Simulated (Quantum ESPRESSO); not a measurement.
SnTe:

```xyz
2
Lattice="0.0000 3.1509 3.1509 3.1509 0.0000 3.1509 3.1509 3.1509 0.0000" Properties=species:S:1:pos:R:3 pbc="T T T"
Te    3.1509    3.1509    3.1509
Sn    0.0000    0.0000    0.0000
```

Base run:

- Program: Quantum ESPRESSO 7.5
- Functional: LDA
- Potentials or basis: PseudoDojo 0.4.1 SR LDA standard
- Cutoff: 1088 eV
- Density cutoff: 4354 eV
- k mesh: 7 × 7 × 7
- Occupations: fermi-dirac, width 0.05 eV
- Spin: no spin polarisation

Its results: pressure -1.6 GPa.

The run is repeated on the same cell with these changes: functional from LDA to PBE; potentials or basis from PseudoDojo 0.4.1 SR LDA standard to PseudoDojo 0.4.1 SR PBE standard. What comes out?

Pressure 2.3 GPa.
